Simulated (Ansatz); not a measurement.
# InP (F-43m) in Ansatz: reference runs

Reference runs on InP: the cell as given and a disturbed copy.

Everything below comes from runs of Ansatz 0.2.0. Logs are shortened: lines on timing, memory, paths and dates and some standing lists are left out, and cuts for length are marked.

**Measured values to compare with.**

A printed reference work, data compilation reports, for a bulk crystal of InP at 1.6 K: band gap 1.4236 eV (direct).

The results are compared with them further down.

### Step 1. The structure

Symmetry: F-43m, No. 216, cubic system. Conventional cell: a = 5.861 Å, b = 5.861 Å, c = 5.861 Å, α = 90.00°, β = 90.00°, γ = 90.00°. In (site symmetry -43m) is surrounded by 4 P at 2.54 Å. P (site symmetry -43m) is surrounded by 4 In at 2.54 Å.

### Step 2. Single point, PBE

input.yaml reads:

```yaml
crystal:
  lattice:
    - [0.0, 2.9305, 2.9305]
    - [2.9305, 0.0, 2.9305]
    - [2.9305, 2.9305, 0.0]
  atoms:
    - { symbol: In, position: [0.0, 0.0, 0.0] }
    - { symbol: P, position: [0.75, 0.75, 0.75] }
hamiltonian:
  xc: pbe
  pseudopotentials: { kind: paw }
kpoints:
  mp_grid: { grid: [8, 8, 8] }
scf:
  occupations: { method: fermi_dirac, width: 0.05 }
output:
  forces: true
  stress: true
  eigenvalues: true
```

Potentials or basis: Ansatz PAW.

The run is started by

```bash
> ansatz run input.yaml --threads 1 --pin off --max-ram 2560MiB --backend cpu --events-out ev --progress --plain --runs-dir out
```

What it wrote:

```text
Warning: RAYON_NUM_THREADS=1 ignored (pool sized by the plan → 1); use --threads N
Engine: ansatz 0.2.0, x86_64-unknown-linux-gnu
Pseudopotentials: kind: paw
Pseudopotential: In, paw, valence charge 13, recommended cutoff 420 eV (normal), In.paw.azcp
Pseudopotential: P, paw, valence charge 5, recommended cutoff 420 eV (normal), P.paw.azcp
Functional definition: PBE
  parameter kappa = 0.804
  parameter beta = 0.06672455060314922
  exchange = pbe_x(kappa = kappa, mu = beta*pi^2/3)
  correlation = pbe_c(beta = beta)
Crystal: 2 atoms, lattice volume = 50.333 Å³
Basis set: ecut = 420 eV, 941 PW (Γ), exchange–correlation on 60×60×60 points (8 copies of the dense FFT grid, shifted against one another)
Bands: 13, of which v1, the nominal top of the filled ones, is band 9 counted from 1 (8 counted from 0)
Symmetry: 24 space group operations
Space group: F-43m (ITA 216), of the structure as read, at distance tolerance 3.7e-5 Å
k-points: 29 of 512 (time reversal used)
Non-local potential: In, projectors of the file, l = 0: 2, l = 1: 2, l = 2: 2, l = 3: 2
Non-local potential: P, projectors of the file, l = 0: 2, l = 1: 2, l = 2: 2
PAW form: soft (Blöchl's): semilocal exchange-correlation on the pseudo side does not see the compensation charge
PAW one-centre angular grid: In, 590 points (default); XC on 64 Gauss nodes
PAW one-centre angular grid: P, 110 points (default); XC on 64 Gauss nodes
Initial density: superposition of atomic densities (neutral atoms: chi_scale 0, normalization atom), corrected by the library's trained network
Initial wavefunctions: pseudopotential atomic-orbital guess
Functional: x = pbe(κ = 0.804, μ = 0.2195149727645171), c = pbe(β = 0.06672455060314922)
SCF iter   1: F=—  HF=-6353.983259 eV  |F-HF|=—  |Δ(HF+E_count)|=         —  Δρ=1.96e-3  dr2=4.08e-3  ethr=1.77e-3  ⟨swp⟩=6.3  Hψ=2532  notcnv=0
preconditioner: auto → none  [insulator: Δε(μ)=0.702 eV  Ē_g=14.748 eV  σ=0.050 eV  W_gap=1.00  n_scr=14 (ndim 8)  ℏωp=22.2 eV  f_vac=0.021  D(μ)=0.00/eV (n_scr^D=0)  ε∞_Penn≈3.3]
SCF iter   2: F=—  HF=-6353.981168 eV  |F-HF|=—  |Δ(HF+E_count)|=   2.09e-3  Δρ=1.21e-3  dr2=7.30e-4  ethr=2.26e-5  ⟨swp⟩=2.0  Hψ=951  notcnv=0
SCF iter   3: F=—  HF=-6353.980962 eV  |F-HF|=—  |Δ(HF+E_count)|=   2.06e-4  Δρ=3.63e-4  dr2=6.63e-5  ethr=4.06e-6  ⟨swp⟩=2.0  Hψ=633  notcnv=0
SCF iter   4: F=—  HF=-6353.981006 eV  |F-HF|=—  |Δ(HF+E_count)|=   4.46e-5  Δρ=1.20e-4  dr2=5.58e-6  ethr=3.68e-7  ⟨swp⟩=2.0  Hψ=645  notcnv=0
SCF iter   5: F=—  HF=-6353.981008 eV  |F-HF|=—  |Δ(HF+E_count)|=   1.73e-6  Δρ=6.48e-5  dr2=1.99e-6  ethr=3.10e-8  ⟨swp⟩=2.0  Hψ=645  notcnv=0
SCF iter   6: F=-6353.981008 eV  HF=-6353.981008 eV  |F-HF|=3.18e-8  |Δ(HF+E_count)|=   4.28e-7  Δρ=1.17e-5  dr2=6.09e-8  ethr=5.56e-10  ⟨swp⟩=5.0  Hψ=2140  notcnv=0
SCF 1 converged in 6 iterations: F = -6353.981008 eV  dr2 = 6.09e-8
SCF converged after 6 iterations
Free energy (F): -6353.981008 eV
Harris-Foulkes:  -6353.981008 eV  (|F-HF|=3.18e-8)
Internal energy: -6353.981003 eV  (E = F + TS)
E sigma→0 (E₀):  -6353.981005 eV
Entropy (-TS):   -0.000005 eV (-0.002 meV/atom)
Fermi energy:    7.385475 eV
--- Per-component energies (eV) ---
  E_band       = -52.082738
  E_kinetic    = 313.783884
  E_local      = -1398.245019  (includes V_loc(G=0)·N_el)
  E_nonlocal   = 401.492565
  E_hartree    = 551.616171
  E_xc         = -276.703359
  E_vxc        = -160.008998  (∫ρ·V_xc dr)
  E_paw        = -4725.216989  (= ΣΔE_a)
  E_vpaw       = -312.344986  (= ΣTr[D̂ρ^β])
  E_aug_tail   = 0.000030  (compensation charges beyond the density's cutoff)
  E_ewald      = -1220.708286
  E_smearing   = -0.000005  (= −TS)
  E_closure    = 0.000000  (closes the sum)
  Σ components = -6353.981008   (vs F -6353.981008, Δ=0.00e0)
--- Forces (eV/Å), atoms counted from 1 ---
  atom   1  In    -0.00000000     0.00000000     0.00000000
  atom   2  P      0.00000000     0.00000000    -0.00000000
  max |Σ_I F_I| component: 1.11e-16 eV/Å
--- Stress (GPa, compression-positive) ---
        3.335948      -0.000000      -0.000000
        0.000000       3.335948       0.000000
       -0.000000       0.000000       3.335948
  P = ⅓ Tr σ = 3.3359 GPa (33.359 kbar)
--- Band table (eV; the first three rows and the last of 29) ---
  k-point 0: bands = ["-7.1903", "-7.1903", "-7.1903", "-7.0381", "-7.0381", "-4.5204", "6.9965", "6.9965", "6.9965", "7.7119", "11.0859", "11.0859", "11.0859"]
  k-point 1: bands = ["-7.2093", "-7.1828", "-7.1828", "-7.0380", "-7.0380", "-4.3418", "5.4593", "6.8105", "6.8105", "8.6538", "11.2396", "11.3627", "11.3627"]
  k-point 2: bands = ["-7.2528", "-7.1670", "-7.1670", "-7.0354", "-7.0354", "-3.8433", "3.5580", "6.4395", "6.4395", "8.7952", "11.7856", "11.7856", "12.3172"]
  k-point 28: bands = ["-7.3425", "-7.1302", "-7.0942", "-7.0586", "-7.0230", "-2.0633", "1.3993", "4.0455", "4.0868", "11.2877", "11.3771", "12.5667", "13.2013"]
```

Wall time 1 s (1 thread of Intel Xeon 6975P-C (Granite Rapids), shared host); peak memory 0.34 GiB.

What came out:

| Item | Value |
| --- | --- |
| Free energy | -6353.9810 eV |
| Pressure | 3.3 GPa |
| Band gap on the k mesh | 0.72 eV, direct |

Caveat: spin-orbit coupling is left out, which moves the levels of the heavy elements.

### Step 3. Single point, PBE (atoms moved at random, drawn with an rms of 0.05 Å)

Edit input.yaml of step 2 so:

```diff
@@ -6,4 +6,4 @@
   atoms:
-    - { symbol: In, position: [0.0, 0.0, 0.0] }
-    - { symbol: P, position: [0.75, 0.75, 0.75] }
+    - { symbol: In, position: [0.007649, -0.008311, -0.011907] }
+    - { symbol: P, position: [0.755472, 0.745867, 0.765181] }
 hamiltonian:
```

Potentials or basis: Ansatz PAW.

The run is started by

```bash
> ansatz run input.yaml --threads 1 --pin off --max-ram 2560MiB --backend cpu --events-out ev --progress --plain --runs-dir out
```

What it wrote:

```text
Warning: RAYON_NUM_THREADS=1 ignored (pool sized by the plan → 1); use --threads N
Engine: ansatz 0.2.0, x86_64-unknown-linux-gnu
Pseudopotentials: kind: paw
Pseudopotential: In, paw, valence charge 13, recommended cutoff 420 eV (normal), In.paw.azcp
Pseudopotential: P, paw, valence charge 5, recommended cutoff 420 eV (normal), P.paw.azcp
Functional definition: PBE
  parameter kappa = 0.804
  parameter beta = 0.06672455060314922
  exchange = pbe_x(kappa = kappa, mu = beta*pi^2/3)
  correlation = pbe_c(beta = beta)
Crystal: 2 atoms, lattice volume = 50.333 Å³
Basis set: ecut = 420 eV, 941 PW (Γ), exchange–correlation on 60×60×60 points (8 copies of the dense FFT grid, shifted against one another)
Bands: 13, of which v1, the nominal top of the filled ones, is band 9 counted from 1 (8 counted from 0)
Symmetry: 1 space group operations
Space group: P1 (ITA 1), of the structure as read, at distance tolerance 3.7e-5 Å
k-points: 260 of 512 (time reversal used)
Non-local potential: In, projectors of the file, l = 0: 2, l = 1: 2, l = 2: 2, l = 3: 2
Non-local potential: P, projectors of the file, l = 0: 2, l = 1: 2, l = 2: 2
PAW form: soft (Blöchl's): semilocal exchange-correlation on the pseudo side does not see the compensation charge
PAW one-centre angular grid: In, 590 points (default); XC on 64 Gauss nodes
PAW one-centre angular grid: P, 110 points (default); XC on 64 Gauss nodes
Initial density: superposition of atomic densities (neutral atoms: chi_scale 0, normalization atom), corrected by the library's trained network
Initial wavefunctions: pseudopotential atomic-orbital guess
Functional: x = pbe(κ = 0.804, μ = 0.2195149727645171), c = pbe(β = 0.06672455060314922)
SCF iter   1: F=—  HF=-6353.925307 eV  |F-HF|=—  |Δ(HF+E_count)|=         —  Δρ=1.93e-3  dr2=3.94e-3  ethr=1.77e-3  ⟨swp⟩=6.4  Hψ=23072  notcnv=0
preconditioner: auto → none  [insulator: Δε(μ)=0.520 eV  Ē_g=14.757 eV  σ=0.050 eV  W_gap=0.99  n_scr=14 (ndim 8)  ℏωp=22.2 eV  f_vac=0.019  D(μ)=0.00/eV (n_scr^D=0)  ε∞_Penn≈3.3]
SCF iter   2: F=—  HF=-6353.923137 eV  |F-HF|=—  |Δ(HF+E_count)|=   2.17e-3  Δρ=1.21e-3  dr2=7.34e-4  ethr=2.19e-5  ⟨swp⟩=2.0  Hψ=8442  notcnv=0
SCF iter   3: F=—  HF=-6353.922925 eV  |F-HF|=—  |Δ(HF+E_count)|=   2.12e-4  Δρ=3.64e-4  dr2=6.69e-5  ethr=4.08e-6  ⟨swp⟩=2.0  Hψ=5705  notcnv=0
SCF iter   4: F=—  HF=-6353.922962 eV  |F-HF|=—  |Δ(HF+E_count)|=   3.65e-5  Δρ=1.24e-4  dr2=5.80e-6  ethr=3.71e-7  ⟨swp⟩=2.0  Hψ=5747  notcnv=0
SCF iter   5: F=—  HF=-6353.922963 eV  |F-HF|=—  |Δ(HF+E_count)|=   9.29e-7  Δρ=5.28e-5  dr2=1.50e-6  ethr=3.22e-8  ⟨swp⟩=2.0  Hψ=5810  notcnv=0
SCF iter   6: F=-6353.922963 eV  HF=-6353.922963 eV  |F-HF|=5.36e-9  |Δ(HF+E_count)|=   1.15e-7  Δρ=8.31e-6  dr2=4.05e-8  ethr=5.56e-10  ⟨swp⟩=4.9  Hψ=18345  notcnv=0
SCF 1 converged in 6 iterations: F = -6353.922963 eV  dr2 = 4.05e-8
SCF converged after 6 iterations
Free energy (F): -6353.922963 eV
Harris-Foulkes:  -6353.922963 eV  (|F-HF|=5.36e-9)
Internal energy: -6353.922949 eV  (E = F + TS)
E sigma→0 (E₀):  -6353.922956 eV
Entropy (-TS):   -0.000013 eV (-0.007 meV/atom)
Fermi energy:    7.452802 eV
--- Per-component energies (eV) ---
  E_band       = -52.327479
  E_kinetic    = 313.862966
  E_local      = -1399.054487  (includes V_loc(G=0)·N_el)
  E_nonlocal   = 401.512843
  E_hartree    = 551.844336
  E_xc         = -276.743292
  E_vxc        = -160.056925  (∫ρ·V_xc dr)
  E_paw        = -4725.182963  (= ΣΔE_a)
  E_vpaw       = -312.285290  (= ΣTr[D̂ρ^β])
  E_aug_tail   = 0.000029  (compensation charges beyond the density's cutoff)
  E_ewald      = -1220.162381
  E_smearing   = -0.000013  (= −TS)
  E_closure    = -0.000000  (closes the sum)
  Σ components = -6353.922963   (vs F -6353.922963, Δ=0.00e0)
--- Forces (eV/Å), atoms counted from 1 ---
  atom   1  In     0.77126718     0.62488866     0.22241694
  atom   2  P     -0.77128627    -0.62490341    -0.22241172
  max |Σ_I F_I| component: 1.91e-5 eV/Å
--- Stress (GPa, compression-positive) ---
        3.543972       0.635153       2.111697
        0.635153       3.662495       2.622046
        2.111697       2.622046       3.874451
  P = ⅓ Tr σ = 3.6936 GPa (36.936 kbar)
--- Band table (eV; the first three rows and the last of 260) ---
  k-point 0: bands = ["-7.2579", "-7.2098", "-7.1893", "-7.0593", "-7.0587", "-4.5131", "6.7548", "7.0193", "7.1806", "7.7167", "10.9980", "11.0585", "11.2591"]
  k-point 1: bands = ["-7.2587", "-7.2070", "-7.1982", "-7.0591", "-7.0577", "-4.3392", "5.6181", "6.6043", "6.8617", "8.6122", "11.1812", "11.2736", "11.5263"]
  k-point 2: bands = ["-7.2815", "-7.2084", "-7.1916", "-7.0565", "-7.0530", "-3.8578", "3.7557", "6.2603", "6.5398", "8.6634", "11.5510", "11.9021", "12.3238"]
  k-point 259: bands = ["-7.3619", "-7.1564", "-7.1458", "-7.0509", "-7.0471", "-2.7091", "0.9673", "5.9010", "6.1528", "8.6802", "11.7259", "12.1110", "14.1722"]
```

It took 7 s on 1 thread of Intel Xeon 6975P-C (Granite Rapids), shared host; peak memory 0.51 GiB.

What came out:

```yaml
Free_energy: -6353.9230 eV
Pressure: 3.7 GPa
Largest_force: 1.017 eV/Å
Band_gap_on_the_k_mesh: 0.54 eV, direct
```

Forces in eV/Å, atoms in the order of the input:
```
In   0.771  0.625  0.222
P   -0.771 -0.625 -0.222
```

Caveat: spin-orbit coupling is left out, which moves the levels of the heavy elements.

### Step 4. Against experiment

Step 2. A measured gap of InP is 1.4236 eV (direct; 1.6 K; a printed reference work, data compilation); the calculated 0.72 eV misses it by -0.71 eV. Spin-orbit coupling on In is left out. The value is that of PBE, without temperature or zero-point motion. Semilocal functionals fall short of measured gaps as a rule.
